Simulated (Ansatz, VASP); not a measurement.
**Cross-check of ZnO (ZnO (10-10), 8 units) between VASP and Ansatz**

Wanted: the spread between two codes on one cell, functional and k mesh. The cell is taken from a series of runs on this material, whose earlier steps may have relaxed, scaled, displaced or heated it; both programs get it as it stands.

Main program and level: Ansatz 0.2.0; plane waves, with VASP 6.6.1 beside it; single point at PBE.

## Step 1: The structure

The cell holds 32 atoms: 16 Zn and 16 O. Its edges and angles: a = 3.250 Å, b = 5.210 Å, c = 38.640 Å, α = 90.0°, β = 90.0°, γ = 90.0°. It derives from ZnO (wurtzite ZnO). Vacuum lies along c.

## Step 2: VASP: single point, PBE

A single point gives forces, pressure and levels at one fixed geometry, so differences don't come from the geometry; what else differs is listed under the comparison.

Lines of VASP's logs that name or quote its potential files are left out, and so is its time.

INCAR reads:

```
SYSTEM = ZnO
PREC = Accurate
ENCUT = 520
EDIFF = 1E-06
NELM = 120
ISMEAR = 0
SIGMA = 0.01
LREAL = Auto
ALGO = Normal
GGA = PE
NBANDS = 168
LORBIT = 11
LWAVE = .FALSE.
LCHARG = .FALSE.
ISIF = 2
LDIPOL = .TRUE.
IDIPOL = 3
DIPOL = 0.5 0.5 0.5
LVHAR = .TRUE.
LASPH = .TRUE.
GGA_COMPAT = .FALSE.
EFERMI = MIDGAP
NELMDL = -8
KPAR = 4
```

POSCAR reads:

```
ZnO
1.0
    3.2500000000      0.0000000000      0.0000000000
    0.0000000000      5.2100000000      0.0000000000
    0.0000000000      0.0000000000     38.6402721235
Zn O
16 16
Direct
    0.0000000000      0.0361517647      0.2355691544
    0.5000000000      0.4983429281      0.2489203622
    0.5000000000      0.0005360704      0.3029986110
    0.0000000000      0.4937090426      0.3256469428
    0.0000000000      0.9966545976      0.3762061315
    0.5000000000      0.4953503899      0.4006179298
    0.5000000000      0.9959778029      0.4503707531
    0.0000000000      0.4957607215      0.4752045906
    0.0000000000      0.9957607216      0.5247954105
    0.5000000000      0.4959778029      0.5496292480
    0.5000000000      0.9953503899      0.5993820714
    0.0000000000      0.4966545976      0.6237938696
    0.0000000000      0.9937090426      0.6743530584
    0.5000000000      0.5005360704      0.6970013901
    0.5000000000      0.9983429280      0.7510796389
    0.0000000000      0.5361517647      0.7644308467
    0.0000000000      0.3866730179      0.2264732402
    0.5000000000      0.8794861945      0.2526285602
    0.5000000000      0.3809052334      0.3004912644
    0.0000000000      0.8784592096      0.3270151106
    0.0000000000      0.3797623134      0.3752496854
    0.5000000000      0.8791903394      0.4012671032
    0.5000000000      0.3795802015      0.4498421511
    0.0000000000      0.8794601722      0.4756647205
    0.0000000000      0.3794601723      0.5243352806
    0.5000000000      0.8795802016      0.5501578501
    0.5000000000      0.3791903394      0.5987328979
    0.0000000000      0.8797623134      0.6247503158
    0.0000000000      0.3784592096      0.6729848906
    0.5000000000      0.8809052334      0.6995087368
    0.5000000000      0.3794861945      0.7473714409
    0.0000000000      0.8866730179      0.7735267610
```

KPOINTS reads:

```
Automatic mesh
0
Gamma
8 6 1
0 0 0
```

PAW data sets: Zn and O (PBE family, release 64).

Started as:

```bash
$ mpirun -np 4 vasp_std
```

Numbers of over 12 decimals in the logs are rounded to 6 here.

The program printed:

```text
[banner, memory and clock lines left out]
running    4 mpi-ranks, on    1 nodes
[...]
LDA part: xc-table for (Slater+PW92), standard interpolation
 POSCAR, INCAR and KPOINTS ok, starting setup
[...]
entering main loop
       N       E                     dE             d eps       ncg     rms          rms(c)
DAV:   1     0.365910446212E+04    0.36591E+04   -0.13085E+05  6776   0.211E+03
DAV:   2     0.720049755692E+03   -0.29391E+04   -0.27990E+04  6864   0.564E+02
DAV:   3    -0.661617296890E+02   -0.78621E+03   -0.75560E+03  7264   0.254E+02
DAV:   4    -0.165131812091E+03   -0.98970E+02   -0.97678E+02  7480   0.901E+01
[...]
DAV:  31    -0.140869037968E+03   -0.29432E-05   -0.11388E-07  4384   0.363E-03    0.870E-04
DAV:  32    -0.140869040113E+03   -0.21451E-05   -0.16223E-07  4480   0.172E-03    0.773E-04
DAV:  33    -0.140869040480E+03   -0.36728E-06   -0.27117E-08  4448   0.101E-03
   1 F= -.14086904E+03 E0= -.14086904E+03  d E =0.000000E+00
```

Parts of OUTCAR (step 2):

```text
  Total        9.8656164     11.4145506      1.9125888      0.0000000      0.0000000      0.0000000
  in kB       24.1586992     27.9516944      4.6835043      0.0000000      0.0000000      0.0000000
  external PRESSURE =      18.9312993 kB  Pullay stress =       0.0000000 kB

 POSITION                                       TOTAL-FORCE (eV/Angst)
 -----------------------------------------------------------------------------------
      0.00000      0.18835      9.10246         0.000000     -0.050425     -0.030474
      1.62500      2.59637      9.61835         0.000000      0.004224      0.026346
      1.62500      0.00279     11.70795         0.000000     -0.005610     -0.014480
      0.00000      2.57222     12.58309         0.000000     -0.000175      0.009809
      0.00000      5.19257     14.53671         0.000000     -0.002139     -0.002967
      1.62500      2.58078     15.47999         0.000000     -0.001986      0.005689
      1.62500      5.18904     17.40245         0.000000     -0.002322     -0.003951
      0.00000      2.58291     18.36203         0.000000     -0.003242      0.004054
      0.00000      5.18791     20.27824         0.000000     -0.003242     -0.004054
      1.62500      2.58404     21.23782         0.000000     -0.002322      0.003951
      1.62500      5.18578     23.16029         0.000000     -0.001986     -0.005689
      0.00000      2.58757     24.10356         0.000000     -0.002139      0.002967
      0.00000      5.17722     26.05719         0.000000     -0.000175     -0.009809
      1.62500      2.60779     26.93232         0.000000     -0.005610      0.014480
[...]
-----------------------------------------------------------------------------------
    total drift:                                0.000000     -0.024829     -0.000172

  FREE ENERGIE OF THE ION-ELECTRON SYSTEM (eV)
  ---------------------------------------------------
  free  energy   TOTEN  =      -140.8690404801 eV

  energy  without entropy=     -140.8690404801  energy(sigma->0) =     -140.86904048

[... 3 further parts left out ...]
[key lines of the parts left out:]
E-fermi :  -1.2646
```

## Step 3: Ansatz: single point, PBE

Ansatz runs on its default PAW (the set named soft_2) files.

The same cell, functional and mesh now go to Ansatz, which takes its cutoff from its data sets.

input.yaml reads:

```yaml
crystal:
  lattice:
    - [3.25, 0.0, 0.0]
    - [0.0, 5.21, 0.0]
    - [0.0, 0.0, 38.6402721235]
  atoms:
    - { symbol: Zn, position: [0.0, 0.0361517686, 0.2355691544] }
    - { symbol: O, position: [0.0, 0.3866730217, 0.2264732401] }
    - { symbol: Zn, position: [0.5, 0.4983429322, 0.2489203621] }
    - { symbol: O, position: [0.5, 0.8794861984, 0.2526285601] }
    - { symbol: Zn, position: [0.5, 0.0005360755, 0.3029986109] }
    - { symbol: O, position: [0.5, 0.380905238, 0.300491264] }
    - { symbol: Zn, position: [0.0, 0.4937090479, 0.3256469423] }
    - { symbol: O, position: [0.0, 0.8784592143, 0.3270151102] }
    - { symbol: Zn, position: [0.0, -0.003345397, 0.3762061311] }
    - { symbol: O, position: [0.0, 0.379762318, 0.3752496846] }
    - { symbol: Zn, position: [0.5, 0.4953503946, 0.4006179289] }
    - { symbol: O, position: [0.5, 0.8791903434, 0.4012671023] }
    - { symbol: Zn, position: [0.5, -0.0040221944, 0.4503707523] }
    - { symbol: O, position: [0.5, 0.3795802038, 0.4498421498] }
    - { symbol: Zn, position: [0.0, 0.4957607227, 0.4752045896] }
    - { symbol: O, position: [0.0, 0.8794601732, 0.4756647192] }
    - { symbol: Zn, position: [0.0, -0.0042392796, 0.5247954095] }
    - { symbol: O, position: [0.0, 0.3794601713, 0.5243352793] }
    - { symbol: Zn, position: [0.5, 0.4959778002, 0.5496292472] }
    - { symbol: O, position: [0.5, 0.8795801993, 0.5501578488] }
    - { symbol: Zn, position: [0.5, -0.0046496148, 0.5993820705] }
    - { symbol: O, position: [0.5, 0.3791903355, 0.598732897] }
    - { symbol: Zn, position: [0.0, 0.4966545923, 0.6237938692] }
    - { symbol: O, position: [0.0, 0.8797623088, 0.624750315] }
    - { symbol: Zn, position: [0.0, -0.0062909627, 0.6743530579] }
    - { symbol: O, position: [0.0, 0.378459205, 0.6729848902] }
    - { symbol: Zn, position: [0.5, 0.5005360654, 0.69700139] }
    - { symbol: O, position: [0.5, 0.8809052288, 0.6995087364] }
    - { symbol: Zn, position: [0.5, -0.0016570761, 0.7510796388] }
    - { symbol: O, position: [0.5, 0.3794861906, 0.7473714408] }
    - { symbol: Zn, position: [0.0, 0.5361517608, 0.7644308467] }
    - { symbol: O, position: [0.0, 0.8866730141, 0.7735267609] }
kpoints:
  mp_grid: { grid: [8, 6, 1] }
hamiltonian:
  xc: pbe
scf:
  occupations: { method: fixed }
  convergence: { dr2_threshold: 1.0e-09 }
efield:
  axis: 3
  dipole_correction: true
  ramp_position: 0.97
  ramp_width: 0.06
output:
  eigenvalues: true
  dos: { projected: true, e_range: [-7, 7] }
  write_potential: true
  write_density: true
  volumetric_format: npy
checkpoint:
  write: end8.run
  compress: false
  write_wavefunctions: false
```

Started as:

```bash
$ ansatz run input.yaml --threads 16 --pin off --max-ram 32768MiB --backend cpu --events-out ev --progress --plain --runs-dir out
```

The program printed:

```text
Engine: ansatz 0.2.0, aarch64-unknown-linux-gnu
Pseudopotentials: kind: paw
Pseudopotential: Zn, paw, valence charge 12, recommended cutoff 420 eV (normal), Zn.paw.azcp
Pseudopotential: O, paw, valence charge 6, recommended cutoff 420 eV (normal), O.paw.azcp
Functional definition: PBE
  parameter kappa = 0.804
  parameter beta = 0.066725
  exchange = pbe_x(kappa = kappa, mu = beta*pi^2/3)
  correlation = pbe_c(beta = beta)
Crystal: 32 atoms, lattice volume = 654.276 Å³
Basis set: ecut = 420 eV, 12903 PW (Γ)
Bands: 176, of which v1, the nominal top of the filled ones, is band 144 counted from 1 (143 counted from 0)
Symmetry: 2 space group operations
k-points: 20 of 48 (time reversal used)
Non-local potential: Zn, projectors of the file, l = 0: 2, l = 1: 2, l = 2: 3, l = 3: 1
Non-local potential: O, projectors of the file, l = 0: 2, l = 1: 2, l = 2: 1
PAW form: soft (Blöchl's): semilocal exchange-correlation on the pseudo side does not see the compensation charge
PAW one-centre angular grid: Zn, 590 points (default); XC on 64 Gauss nodes
PAW one-centre angular grid: O, 110 points (default); XC on 64 Gauss nodes
Initial density: superposition of atomic densities (neutral atoms: chi_scale 0, normalization atom), corrected by the library's trained network
Initial wavefunctions: pseudopotential atomic-orbital guess
Functional: x = pbe(κ = 0.804, μ = 0.219515), c = pbe(β = 0.066725)
SCF iter   1: F=—  HF=-62187.574329 eV  |F-HF|=—  |Δ(HF+E_count)|=         —  Δρ=1.34e-3  dr2=3.71e-2  ethr=1.77e-3  p=0.000 e·Å  D=2.27e-10 V/Å  ΔV_dip=-0.00 eV  dr2_dipole=8.13e-8  V_vac-E_F(+/−)=5.59/5.59 eV  ⟨swp⟩=5.2  Hψ=13223  notcnv=0  defer=583
efield: sawtooth ramp at fractional position 0.9700 (set: `efield.ramp_position`, or a place that a band, a saddle search or an elastic batch's reference lends), width 0.0600; the density the first Hamiltonian is built on has a dipole p = 0.000 e·Å; the dipole correction subtracts the counter field D = 2.27e-10 V/Å, which shifts the + side's vacuum level by -0.00 eV against the − side's; the planar-averaged density in the ramp window peaks in size at 7.4e-6 e/Å³
preconditioner: auto → Resta (q_TF=auto, 2.380 Å⁻¹)  ε∞=5.1  [insulator: Δε(μ)=0.820 eV  Ē_g=12.101 eV  n_scr=148 (ndim 8)  ℏωp=24.6 eV  f_vac=0.403  ε∞_Penn≈5.1  vacuum switching on, ρ_ref=1.1e-2 e/Å³]
SCF iter   2: F=—  HF=-62187.574856 eV  |F-HF|=—  |Δ(HF+E_count)|=   5.26e-4  Δρ=5.77e-4  dr2=7.34e-3  ethr=1.29e-5  p=0.000 e·Å  D=2.04e-5 V/Å  ΔV_dip=-0.00 eV  dr2_dipole=2.14e-8  V_vac-E_F(+/−)=5.67/5.67 eV  ⟨swp⟩=2.8  Hψ=7004  notcnv=0  defer=600
density mixer auto → msr1: gapped (density of states about μ 0.14 of a free-electron gas's, 148 screened modes)
SCF iter   3: F=—  HF=-62187.575000 eV  |F-HF|=—  |Δ(HF+E_count)|=   1.44e-4  Δρ=4.85e-4  dr2=1.98e-3  ethr=2.55e-6  p=0.000 e·Å  D=1.83e-6 V/Å  ΔV_dip=-0.00 eV  dr2_dipole=2.19e-11  V_vac-E_F(+/−)=5.75/5.75 eV  ⟨swp⟩=2.2  Hψ=5797  notcnv=0  defer=600
SCF iter   4: F=—  HF=-62187.574656 eV  |F-HF|=—  |Δ(HF+E_count)|=   3.44e-4  Δρ=1.51e-4  dr2=1.69e-4  ethr=6.88e-7  p=-0.000 e·Å  D=-2.29e-6 V/Å  ΔV_dip=0.00 eV  dr2_dipole=4.57e-10  V_vac-E_F(+/−)=5.77/5.77 eV  ⟨swp⟩=2.0  Hψ=5614  notcnv=0  defer=600
SCF iter   5: F=—  HF=-62187.574679 eV  |F-HF|=—  |Δ(HF+E_count)|=   2.33e-5  Δρ=1.36e-4  dr2=1.12e-4  ethr=5.86e-8  p=0.000 e·Å  D=4.19e-6 V/Å  ΔV_dip=-0.00 eV  dr2_dipole=1.00e-9  V_vac-E_F(+/−)=5.78/5.78 eV  ⟨swp⟩=2.0  Hψ=5896  notcnv=0  defer=585
SCF iter   6: F=—  HF=-62187.574658 eV  |F-HF|=—  |Δ(HF+E_count)|=   2.07e-5  Δρ=2.94e-5  dr2=7.35e-6  ethr=3.88e-8  p=0.000 e·Å  D=2.27e-6 V/Å  ΔV_dip=-0.00 eV  dr2_dipole=2.02e-10  V_vac-E_F(+/−)=5.79/5.79 eV  ⟨swp⟩=2.0  Hψ=5894  notcnv=0  defer=567
SCF iter   7: F=—  HF=-62187.574774 eV  |F-HF|=—  |Δ(HF+E_count)|=   1.16e-4  Δρ=1.77e-5  dr2=1.66e-6  ethr=2.55e-9  p=0.000 e·Å  D=1.68e-7 V/Å  ΔV_dip=-0.00 eV  dr2_dipole=2.09e-12  V_vac-E_F(+/−)=5.79/5.79 eV  ⟨swp⟩=2.0  Hψ=6127  notcnv=0  defer=538
SCF iter   8: F=—  HF=-62187.574774 eV  |F-HF|=—  |Δ(HF+E_count)|=   1.28e-7  Δρ=7.65e-6  dr2=3.64e-7  ethr=5.76e-10  p=0.000 e·Å  D=4.55e-7 V/Å  ΔV_dip=-0.00 eV  dr2_dipole=1.13e-12  V_vac-E_F(+/−)=5.79/5.79 eV  ⟨swp⟩=2.0  Hψ=5894  notcnv=0  defer=538
SCF iter   9: F=—  HF=-62187.574774 eV  |F-HF|=—  |Δ(HF+E_count)|=   5.78e-8  Δρ=3.44e-6  dr2=6.73e-8  ethr=1.27e-10  p=0.000 e·Å  D=6.27e-7 V/Å  ΔV_dip=-0.00 eV  dr2_dipole=6.29e-12  V_vac-E_F(+/−)=5.79/5.79 eV  ⟨swp⟩=2.0  Hψ=5604  notcnv=0  defer=538
SCF iter  10: F=—  HF=-62187.574774 eV  |F-HF|=—  |Δ(HF+E_count)|=   1.50e-8  Δρ=1.60e-6  dr2=1.56e-8  ethr=2.34e-11  p=0.000 e·Å  D=3.45e-7 V/Å  ΔV_dip=-0.00 eV  dr2_dipole=5.18e-12  V_vac-E_F(+/−)=5.79/5.79 eV  ⟨swp⟩=2.0  Hψ=5888  notcnv=0  defer=538
[...]
SCF converged after 12 iterations
Free energy (F): -62187.574774 eV
Harris-Foulkes:  -62187.574774 eV  (|F-HF|=3.64e-10)
Internal energy: -62187.574774 eV  (E = F + TS)
E sigma→0 (E₀):  -62187.574774 eV
Fermi energy:    1.895239 eV
Dipole field:    D = -0.000000 V/Å  (p = -0.000000 e·Å, saw-weighted, corrected)
Work function:   Φ+ = 5.7897 eV   Φ− = 5.7897 eV
Levels:          The Fermi level and band energies are counted from a zero that moves with the ramp; work functions are not
--- Per-component energies (eV) ---
  E_band       = -1058.525075
  E_kinetic    = 4884.645680
  E_local      = -511675.818247  (includes V_loc(G=0)·N_el)
  E_nonlocal   = 10678.114139
  E_hartree    = 252199.227211
  E_xc         = -3356.626084
  E_vxc        = -2314.425315  (∫ρ·V_xc dr)
  E_paw        = -31839.910831  (= ΣΔE_a)
  E_vpaw       = -7029.530215  (= ΣTr[D̂ρ^β])
  E_aug_tail   = 0.033012  (compensation charges beyond the density's cutoff)
  E_efield     = 0.000000  (sawtooth field / dipole correction)
  E_vefield    = 0.000000  (∫n·V_field dr)
  E_ewald      = 216922.760346
  E_smearing   = -0.000000  (= −TS)
  E_closure    = -0.000000  (closes the sum)
  Σ components = -62187.574774   (vs F -62187.574774, Δ=0.00e0)
--- Band table (eV; the first three rows and the last of 20) ---
  k-point 0: bands = [... 140 lower, 1.5954, 1.6164, 1.8946, 1.8952, 2.6004, 3.0181, 3.5539, 4.1674, ... 28 higher]
  k-point 1: bands = [... 140 lower, 1.5384, 1.5637, 1.8293, 1.8304, 3.1619, 3.4460, 3.8722, 4.4000, ... 28 higher]
  k-point 2: bands = [... 140 lower, 1.5112, 1.5167, 1.6735, 1.6753, 4.1211, 4.3113, 4.6203, 5.0177, ... 28 higher]
  k-point 19: bands = [... 140 lower, 0.4658, 0.4658, 0.8906, 0.8906, 6.9674, 6.9674, 7.4207, 7.4207, ... 28 higher]
```

Reading the cycles: dr2 is the Hartree energy of the density residual (eV), the measure of convergence; HF is the Harris–Foulkes estimate of the energy, which meets the free energy F at convergence.

## Step 4: Side by side

Known differences besides the potentials themselves: fixed occupations in Ansatz, narrow Gaussian smearing in VASP; the cutoff is 420 eV in Ansatz and 520 eV in VASP (PREC = Accurate, projectors in real space). Total energies have different zeros and are not compared.

Compared:

| quantity | Ansatz | VASP | difference |
| --- | --- | --- | --- |
| gap on the k mesh (eV) | 0.705 | 0.689 | +0.016 |

A gap on the mesh is an upper bound, since the band edges may lie between its points. With vacuum in the cell, a pressure given here is an average over mostly empty space and none of the material.

## Step 5: Results

```
difference in gap on the k mesh (single point, PBE) : 0.016 eV
```

In words: The difference in gap on the k mesh is 0.016 eV (single point, PBE), within the 0.08 eV picked in this series as the mark of a large difference. How closely two codes agree says nothing of how well the functional describes the real material.

[Lines on the potential files, build, host, timing and source positions are cut from VASP's logs without a mark.]

[Logs are printed without paths, hosts, clocks, repeated set-up lines and the standing remarks that a program may print on its own settings, such as how far it seeks lower states.]

[Hosts, paths, dates, database ids (printed as entryN), source tags and the programs' standing remarks are cut or masked in the printed files.]
